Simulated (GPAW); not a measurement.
# STM contrast on Sb2Se3 quintuple layer monolayer

Wanted: filled- and empty-state images of Sb2Se3 quintuple layer monolayer, with its work function.

Main program and level: GPAW 26.7.0; GPAW, PAW setups; layer in a repeated cell with vacuum, relaxation of atoms and in-plane cell, in the first sound run; inputs show where later runs differ.

### Step 1. The starting structure

The cell holds 5 atoms: 3 Se and 2 Sb. Its edges and angles: a = 4.070 Å, b = 4.070 Å, c = 25.200 Å, α = 90.0°, β = 90.0°, γ = 120.0°. Vacuum lies along c.

### Step 2. Relaxing the atoms

Forces are removed first; all later runs use this geometry.

run.py

```python
import json
import numpy as np
from ase import Atoms
from ase.filters import FrechetCellFilter
from ase.optimize import BFGS
from gpaw import GPAW, PW

slab = Atoms(
    ['Se', 'Sb', 'Se', 'Sb', 'Se'],
    positions=[
        [-0.00000, 2.34982, 9.00000],
        [2.03500, 1.17491, 10.65000],
        [0.00000, 0.00000, 12.60000],
        [-0.00000, 2.34982, 14.55000],
        [2.03500, 1.17491, 16.20000]],
    cell=[[4.07, 0.0, 0.0], [-2.035, 3.52472, 0.0], [0.0, 0.0, 25.2]],
    pbc=[True, True, True])

slab.calc = GPAW(mode=PW(600), xc='PBE', kpts={'size': (9, 9, 1), 'gamma': True},
                 occupations={'name': 'fermi-dirac', 'width': 0.05}, nbands='160%',
                 convergence={'density': 1e-05}, maxiter=200,
                 symmetry={'tolerance': 1e-3}, txt='slab.txt')
result = {}
# The in-plane cell is free; stress needs a cell that repeats along all three vectors
path = []
opt = BFGS(FrechetCellFilter(slab, mask=[1, 1, 0, 0, 0, 1]), maxstep=0.2)
opt.attach(lambda: path.append((slab.get_potential_energy(), slab.positions.tolist(), slab.get_forces().tolist())))
result['relaxed'] = bool(opt.run(fmax=0.02, steps=45))
result['path'] = path
result['cell'] = slab.cell.tolist()
print('in-plane lattice', slab.cell.cellpar().round(4)[[0, 1, 5]])
energy = slab.get_potential_energy()
fermi = slab.calc.get_fermi_level()
v = slab.calc.get_electrostatic_potential().mean((0, 1)) - fermi
n = slab.calc.get_pseudo_density().mean((0, 1))
L = slab.cell[2, 2]
z = np.arange(len(v)) * L / len(v)
low, high = slab.positions[:, 2].min(), slab.positions[:, 2].max()
below, above = np.interp([low - 6.8, high + 6.8], z, v)
slopes = [np.interp(x, z, np.gradient(v, z)) for x in (low - 6.8, high + 6.8)]
eps = np.array([[slab.calc.get_eigenvalues(k, s) for k in range(len(slab.calc.get_ibz_k_points()))]
                for s in range(slab.calc.get_number_of_spins())]) - fermi
top, bottom = eps[eps < 0].max(), eps[eps > 0].min()
dipole = slab.get_dipole_moment()[2]
print(f'energy {energy:.4f} eV, Fermi level {fermi:.4f} eV, dipole {dipole:.5f} e A')
print(f'potential 6.8 A off the faces, from the Fermi level: lower {below:.4f} eV, upper {above:.4f} eV')
print(f'slope of the potential there: lower {slopes[0]:.5f}, upper {slopes[1]:.5f} eV/A')
print(f'nearest levels on the mesh: {top:.4f} and {bottom:.4f} eV')
print('magnetic moment', round(slab.get_magnetic_moment(), 3))
result.update(energy=energy, fermi=fermi, dipole=dipole, below=below, above=above, slopes=slopes, edges=[top, bottom],
              z=z.tolist(), v=v.tolist(), n=n.tolist(), positions=slab.positions.tolist(),
              forces=slab.get_forces(apply_constraint=False).tolist(), moments=slab.get_magnetic_moments().tolist())
json.dump(result, open('result.json', 'w'))
```

Command:

```bash
$ OMP_NUM_THREADS=1 OPENBLAS_NUM_THREADS=1 python run.py
```

The log of the run:

```text
Step          Energy          fmax
BFGS:    0      -20.486187        0.699757
BFGS:    1      -20.506356        0.589771
BFGS:    2      -20.547175        0.266797
BFGS:    3      -20.549241        0.236643
BFGS:    4      -20.565952        0.134890
BFGS:    5      -20.567304        0.091775
BFGS:    6      -20.568107        0.114028
BFGS:    7      -20.569134        0.123548
BFGS:    8      -20.571596        0.117282
BFGS:    9      -20.574065        0.075639
BFGS:   10      -20.575367        0.037485
BFGS:   11      -20.575596        0.008323
in-plane lattice [  4.0636   4.0636 120.    ]
energy -20.5754 eV, Fermi level -0.9907 eV, dipole 0.00036 e A
potential 6.8 A off the faces, from the Fermi level: lower 5.1759 eV, upper 5.1759 eV
slope of the potential there: lower -0.00002, upper 0.00002 eV/A
nearest levels on the mesh: -0.3243 and 0.2001 eV
magnetic moment 0.0
```

Wall time 13 min (1 thread of Intel Xeon Platinum 8375C at 2.90GHz (Ice Lake), shared host); peak memory 0.6 GiB.

Numbers from this step:

| Property | Result |
| --- | --- |
| dipole along the normal | 3.56e-4 e·Å |
| levels nearest the Fermi level on the mesh | -0.3243, 0.2001 eV from the Fermi level |

The electrostatic potential energy of an electron (without an applied field's), less the Fermi level, planar mean oscillates, so the rows of the table below give means over windows of 1.84 Å about each position, cut where the curve ends. Its maxima inside the range that stand out by 2 % of the span (Å: eV): 9.9: -4.33, 11.7: -0.896, 13.5: -0.896, 15.3: -4.33. Its minima: 9.2: -12.6, 10.7: -14.4, 12.6: -12.2, 14.5: -14.4, 16.0: -12.6.

The electrostatic potential energy of an electron (without an applied field's), less the Fermi level, planar mean by z; means over each step:

```
z (Å)  electrostatic potential energy of an electron (without an applied field's), less the Fermi level, planar mean (eV)
 0.92                                                                                                                5.18
 2.76                                                                                                                5.18
 4.60                                                                                                                5.18
 6.44                                                                                                                5.14
 8.28                                                                                                              -0.356
10.12                                                                                                               -9.31
11.96                                                                                                               -5.83
13.80                                                                                                               -6.60
15.64                                                                                                               -7.86
17.48                                                                                                                3.74
19.32                                                                                                                5.17
21.16                                                                                                                5.18
23.00                                                                                                                5.18
24.84                                                                                                                5.18
```

The pseudo valence density, planar mean oscillates, so the rows of the table below give means over windows of 1.93 Å about each position, cut where the curve ends. Its maxima inside the range that stand out by 2 % of the span (Å: e/Å³): 8.8: 0.262, 10.7: 1.11, 12.2: 0.287, 12.9: 0.287, 14.5: 1.11, 16.4: 0.262. Its minima: 9.1: 0.157, 11.7: 0.221, 12.6: 0.154, 13.5: 0.221, 16.1: 0.157.

The pseudo valence density, planar mean by z; means over each step:

z (Å), pseudo valence density, planar mean (e/Å³) and a bar:
```
     4.83       0.00 
     6.76       0.00 
     8.69       0.18 #########
    10.62       0.56 ##############################
    12.55       0.24 #############
    14.48       0.55 ##############################
    16.41       0.19 ##########
    18.34       0.01 
    20.27       0.00
```

The relaxation lowered the energy of the cell by 0.0893 eV (energies extrapolated to zero smearing; the optimiser's log prints free energies). The largest force left on a free atom is 0.0083 eV/Å.

### Step 3. The slab's potential

With the geometry fixed, the planar mean of the potential gives the vacuum level on each side.

This step: GPAW, PAW setups; slab in vacuum (GPAW 26.7.0).

The cell differs from the one that the last finished run ended in (c 25.200 → 24.889 Å).

run.py

```python
import json
import numpy as np
from ase import Atoms
from ase.dft.stm import STM
from gpaw import GPAW, PW

slab = Atoms(
    ['Se', 'Sb', 'Se', 'Sb', 'Se'],
    positions=[
        [0.00000, 2.34615, 9.00000],
        [2.03182, 1.17307, 10.54935],
        [-0.00000, 0.00000, 12.44439],
        [0.00000, 2.34615, 14.33943],
        [2.03182, 1.17307, 15.88878]],
    cell=[[4.06364, -0.0, 0.0], [-2.03182, 3.51921, 0.0], [0.0, 0.0, 24.8888]],
    pbc=[True, True, False])

slab.calc = GPAW(mode=PW(400), xc='PBE', kpts={'size': (9, 9, 1), 'gamma': True},
                 occupations={'name': 'fermi-dirac', 'width': 0.05}, nbands='160%',
                 convergence={'density': 1e-05}, maxiter=200,
                 poissonsolver={'dipolelayer': 'xy'},
                 symmetry={'tolerance': 1e-3}, txt='slab.txt')
result = {}
energy = slab.get_potential_energy()
fermi = slab.calc.get_fermi_level()
v = slab.calc.get_electrostatic_potential().mean((0, 1)) - fermi
n = slab.calc.get_pseudo_density().mean((0, 1))
L = slab.cell[2, 2]
z = np.arange(len(v)) * L / len(v)
low, high = slab.positions[:, 2].min(), slab.positions[:, 2].max()
below, above = np.interp([low - 6.8, high + 6.8], z, v)
slopes = [np.interp(x, z, np.gradient(v, z)) for x in (low - 6.8, high + 6.8)]
eps = np.array([[slab.calc.get_eigenvalues(k, s) for k in range(len(slab.calc.get_ibz_k_points()))]
                for s in range(slab.calc.get_number_of_spins())]) - fermi
top, bottom = eps[eps < 0].max(), eps[eps > 0].min()
dipole = slab.get_dipole_moment()[2]
print(f'energy {energy:.4f} eV, Fermi level {fermi:.4f} eV, dipole {dipole:.5f} e A')
print(f'potential 6.8 A off the faces, from the Fermi level: lower {below:.4f} eV, upper {above:.4f} eV')
print(f'slope of the potential there: lower {slopes[0]:.5f}, upper {slopes[1]:.5f} eV/A')
print(f'nearest levels on the mesh: {top:.4f} and {bottom:.4f} eV')
print('magnetic moment', round(slab.get_magnetic_moment(), 3))
result.update(energy=energy, fermi=fermi, dipole=dipole, below=below, above=above, slopes=slopes, edges=[top, bottom],
              z=z.tolist(), v=v.tolist(), n=n.tolist(), positions=slab.positions.tolist(),
              forces=slab.get_forces(apply_constraint=False).tolist(), moments=slab.get_magnetic_moments().tolist())

# Images need the states of the whole zone, up to time reversal
slab.calc = slab.calc.fixed_density(symmetry={'point_group': False}, txt='states.txt', nbands='280%',
                                    convergence={'bands': 'CBM+2.3'})
stm = STM(slab)
result['stm'] = []
for bias in [-1.5, 2.0]:
    height = high + 3.0
    current = stm.get_averaged_current(bias, height)
    x, y, h = stm.scan(bias, current)
    i, f = divmod(height / L * stm.ldos.shape[2], 1)
    I = abs((1 - f) * stm.ldos[:, :, int(i)] + f * stm.ldos[:, :, int(i) + 1])
    print(f'bias {bias} V: mean current at 3.0 A {current:.4e}, corrugation {np.ptp(h):.4f} A')
    result['stm'].append(dict(bias=bias, current=current, h=(h - high).tolist(), I=I.tolist()))
json.dump(result, open('result.json', 'w'))
```

The log of the run:

```text
energy -20.2933 eV, Fermi level -0.9384 eV, dipole 0.00004 e A
potential 6.8 A off the faces, from the Fermi level: lower 5.1750 eV, upper 5.1796 eV
slope of the potential there: lower -0.00005, upper 0.00005 eV/A
nearest levels on the mesh: -0.3255 and 0.2013 eV
magnetic moment 0.0
bias -1.5 V: mean current at 3.0 A 4.5167e-05, corrugation 0.5381 A
bias 2.0 V: mean current at 3.0 A 1.3385e-04, corrugation 0.4893 A
```

It took 2.7 min on 1 thread; peak memory 0.67 GiB.

This step gave:

- dipole along the normal: 3.52e-5 e·Å
- levels nearest the Fermi level on the mesh: -0.3255, 0.2013 eV from the Fermi level
- upper work function: 5.180 eV
- lower work function: 5.175 eV
- corrugation -1.5: 0.5381 Å
- corrugation 2: 0.4893 Å
- upper ionisation energy: 5.505 eV

The electrostatic potential energy of an electron (without an applied field's), less the Fermi level, planar mean oscillates, so the rows of the table below give means over windows of 1.87 Å about each position, cut where the curve ends. Its maxima inside the range that stand out by 2 % of the span (Å: eV): 9.7: -4.36, 11.6: -0.909, 13.3: -0.908, 15.1: -4.36. Its minima: 9.0: -12.6, 10.6: -14.4, 12.4: -12.2, 14.3: -14.4, 15.9: -12.6.

Table of electrostatic potential energy of an electron (without an applied field's), less the Fermi level, planar mean by z; means over each step:

z (Å), electrostatic potential energy of an electron (without an applied field's), less the Fermi level, planar mean (eV) and a bar from the least value:
```
     0.94        5.2 ##############################
     2.81        5.2 ##############################
     4.68        5.2 ##############################
     6.54        5.1 ##############################
     8.42       -2.8 #############
    10.29       -8.6 
    12.16       -5.5 #######
    14.03       -7.5 ##
    15.90       -5.7 ######
    17.77        4.8 #############################
    19.64        5.2 ##############################
    21.50        5.2 ##############################
    23.38        5.2 ##############################
```

The pseudo valence density, planar mean oscillates, so the rows of the table below give means over windows of 1 Å about each position, cut where the curve ends. Its maxima inside the range that stand out by 2 % of the span (Å: e/Å³): 8.7: 0.249, 10.6: 1.11, 12.0: 0.293, 12.9: 0.293, 14.3: 1.11, 16.2: 0.249. Its minima: 8.9: 0.163, 11.4: 0.223, 12.4: 0.154, 13.5: 0.223, 16.0: 0.163.

Table of pseudo valence density, planar mean by z; means over each step:

z (Å), pseudo valence density, planar mean (e/Å³) and a bar:
```
        5       0.00 
        6       0.00 
        7       0.01 
        8       0.11 #####
        9       0.24 ###########
       10       0.54 #########################
       11       0.56 ##########################
       12       0.24 ###########
       13       0.24 ###########
       14       0.65 ##############################
       15       0.46 #####################
       16       0.23 ###########
       17       0.08 ####
       18       0.01 
       19       0.00 
       20       0.00
```

Tip height over the top atom over a1 and a2. Sample bias -1.5 V, constant current at the mean current 3.0 Å over the top atom.

Ten even steps from '0' (2.71 Å) to '9' (3.25 Å):
```
01122344444444322110
11122333333333221111
22222222222222222222
32221111111112223333
43321000000123344444
44321000001234455555
54321000012345666666
54321000123456777776
64321001234677888877
64321012346788888887
64321123467889999887
54321234578899999887
54322345678999999876
43222346788999998876
42222456788999988765
32123456788999887654
21123456788888876543
11123456778887765432
00123456677776654321
00123445566655443210
```
Columns: a1 from 0 to 0.95; rows upwards: a2 from 0 to 0.95.

Local density of states summed over the bias window over a1 and a2. Sample bias -1.5 V, constant height 3.0 Å over the top atom.

Ten even steps from '0' (2.32 × 1e-5 arbitrary) to '9' (9.37 × 1e-5 arbitrary):
```
00011122222222111000
00001111111111100000
11000011111100001111
11100000000000111111
21100000000001122222
22110000000112233333
32110000001123344443
32110000011234555554
32110000112345666654
32110001123567787765
32110011235678888765
32100012346789998764
32100123457899998754
21101123567899987653
21001234568899886543
11011234567888765432
10011234567777654321
00011234556665543211
00011233445544332110
00011223333333221100
```
Columns: a1 from 0 to 0.95; rows upwards: a2 from 0 to 0.95.

Tip height over the top atom over a1 and a2. Sample bias 2 V, constant current at the mean current 3.0 Å over the top atom.

Values in Å, 12 rows by 16 columns, each cell a mean:
```
2.87 2.88 2.89 2.91 2.93 2.94 2.95 2.95 2.95 2.95 2.94 2.92 2.90 2.89 2.87 2.87
2.90 2.90 2.89 2.88 2.87 2.86 2.86 2.86 2.86 2.87 2.88 2.89 2.90 2.90 2.91 2.91
2.94 2.92 2.88 2.85 2.80 2.78 2.77 2.78 2.81 2.84 2.88 2.92 2.94 2.96 2.96 2.96
2.98 2.94 2.88 2.82 2.76 2.74 2.74 2.77 2.84 2.90 2.96 3.00 3.03 3.05 3.04 3.02
3.01 2.95 2.88 2.81 2.76 2.75 2.78 2.85 2.93 2.99 3.05 3.09 3.11 3.11 3.10 3.07
3.03 2.95 2.88 2.82 2.78 2.81 2.87 2.94 3.03 3.09 3.13 3.16 3.17 3.16 3.14 3.10
3.02 2.95 2.89 2.85 2.85 2.90 2.97 3.04 3.12 3.16 3.19 3.20 3.20 3.18 3.15 3.10
2.99 2.93 2.89 2.88 2.91 2.97 3.04 3.11 3.16 3.19 3.21 3.22 3.20 3.17 3.13 3.08
2.96 2.91 2.89 2.91 2.96 3.02 3.09 3.14 3.18 3.20 3.21 3.20 3.18 3.15 3.10 3.03
2.91 2.89 2.89 2.93 2.98 3.05 3.10 3.14 3.17 3.18 3.18 3.16 3.13 3.08 3.03 2.97
2.88 2.87 2.89 2.93 2.98 3.04 3.08 3.11 3.13 3.13 3.12 3.10 3.06 3.01 2.96 2.91
2.86 2.87 2.89 2.93 2.97 3.00 3.03 3.05 3.06 3.06 3.04 3.01 2.97 2.94 2.90 2.87
```
Columns: a1 from 0 to 0.95; rows upwards: a2 from 0 to 0.95.

Local density of states summed over the bias window over a1 and a2. Sample bias 2 V, constant height 3.0 Å over the top atom.

Ten even steps from '0' (0.82 × 1e-4 arbitrary) to '9' (2.24 × 1e-4 arbitrary):
```
11112222333322221111
11111122222221111111
11111111111111111111
22111000000011122222
22110000000011223333
32210000000122334443
32210000001223445544
43210000012344566654
43210000123456777765
43210001234567888765
43210012345688998865
42211122456899999865
32111123467899998764
32111234578999998754
22112234678999987643
21112345678898876543
11112345677887765432
11112344566666544321
11112334455554433211
11112233444443322111
```
Columns: a1 from 0 to 0.95; rows upwards: a2 from 0 to 0.95.

The layer is gapped, so the Fermi level lies somewhere inside the gap, set by smearing and numerics, and these work functions are no property of the material; the band edges below the vacuum level are. The potential is flat to 5.2e-5 eV/Å where it is read, so the vacuum is wide enough.

### Step 4. A changed run

One more run, with changed settings.

Edit run.py of step 3 so:

```diff
@@ -3,3 +3,2 @@
 from ase import Atoms
-from ase.dft.stm import STM
 from gpaw import GPAW, PW
@@ -15,3 +14,3 @@
     cell=[[4.06364, -0.0, 0.0], [-2.03182, 3.51921, 0.0], [0.0, 0.0, 24.8888]],
-    pbc=[True, True, False])
+    pbc=[True, True, True])
 
@@ -19,3 +18,3 @@
                  occupations={'name': 'fermi-dirac', 'width': 0.05}, nbands='160%',
-                 convergence={'density': 1e-05}, maxiter=200,
+                 convergence={'density': 1e-05}, maxiter=100,
                  poissonsolver={'dipolelayer': 'xy'},
@@ -44,16 +43,2 @@
               forces=slab.get_forces(apply_constraint=False).tolist(), moments=slab.get_magnetic_moments().tolist())
-
-# Images need the states of the whole zone, up to time reversal
-slab.calc = slab.calc.fixed_density(symmetry={'point_group': False}, txt='states.txt', nbands='280%',
-                                    convergence={'bands': 'CBM+2.3'})
-stm = STM(slab)
-result['stm'] = []
-for bias in [-1.5, 2.0]:
-    height = high + 3.0
-    current = stm.get_averaged_current(bias, height)
-    x, y, h = stm.scan(bias, current)
-    i, f = divmod(height / L * stm.ldos.shape[2], 1)
-    I = abs((1 - f) * stm.ldos[:, :, int(i)] + f * stm.ldos[:, :, int(i) + 1])
-    print(f'bias {bias} V: mean current at 3.0 A {current:.4e}, corrugation {np.ptp(h):.4f} A')
-    result['stm'].append(dict(bias=bias, current=current, h=(h - high).tolist(), I=I.tolist()))
 json.dump(result, open('result.json', 'w'))
```

The log of the run:

```text
AssertionError
```

Run time: 1 s. Hardware: 1 thread; peak memory 0.15 GiB.

The program refused the input before any cycle.

The fault put into the input: a dipole layer in a cell that repeats along the normal (pbc_z = true).

### Step 5. Summary of results

* work function, both faces (Fermi level placed in the gap by the smearing): 5.18 eV
* ionisation energy from the upper face (highest filled level on the mesh): 5.51 eV
* electron affinity from the upper face (lowest empty Kohn-Sham level on the mesh): 4.98 eV
* dipole along the normal: 3.5e-5 e Å, near the numerical noise
* corrugation at -1.5 V: 0.538 Å
* corrugation at 2 V: 0.489 Å

In words: The tip height varies by 0.49 to 0.54 Å over the cell, much the same at every bias tried. Negative sample bias images filled states, positive bias empty ones. The levels nearest the Fermi level on the mesh lie 0.527 eV apart, so the slab is gapped there: the smearing puts the Fermi level inside the gap, and from either face the ionisation energy is the work function plus 0.33 eV. Both are Kohn-Sham levels on the mesh, and semilocal gaps are too small, so the affinity tends to come out too large and the ionisation energy too small. The images are of Tersoff-Hamann type: an s-wave tip, no tip-sample forces, heights closer than in a microscope. With elements this heavy, spin-orbit coupling can move band edges by tenths of an eV. Biases count from a Fermi level whose place in the gap is arbitrary, so only their reach past the band edges has a meaning. The layer's cell and atoms come from the relaxation; spin-orbit coupling and temperature are left out.

[Logs are printed without paths, hosts, clocks, repeated set-up lines and the standing remarks that a program may print on its own settings, such as how far it seeks lower states.]

[Hosts, paths, dates, database ids (printed as entryN), source tags and the programs' standing remarks are cut or masked in the printed files.]
